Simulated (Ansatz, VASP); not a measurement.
## Ag in VASP and in Ansatz

```
CELL_PARAMETERS angstrom
0.00000 3.27074 3.27074
3.27074 0.00000 3.27074
3.27074 3.27074 0.00000
ATOMIC_POSITIONS crystal
Ag 0.12500 0.12500 0.12500
Ag 0.87500 0.87500 0.87500
```

Alike in both runs: task single point; functional BLYP; k mesh 10 × 10 × 10; occupations fermi-dirac, width 0.1 eV; no spin polarisation.

|  | VASP | Ansatz |
| --- | --- | --- |
| version | VASP 6.6.1 | Ansatz 0.2.0 |
| potentials or method | VASP PAW PBE potentials, release 64 (Ag) | plane waves (420 eV) with PAW, scalar-relativistic |
| plane-wave cutoff (eV) | 520 | 420 |
| valence electrons in the cell | 22 | 38 |

Ansatz gave:

* pressure (GPa): -1.5

Q: What did VASP give for the same quantities?

A: Pressure (GPa): -1.4.

The two sets of potentials don't hold the same shells in valence.

Caveats: the PAW data sets were made with another functional, which shifts forces and pressure a little (VASP).
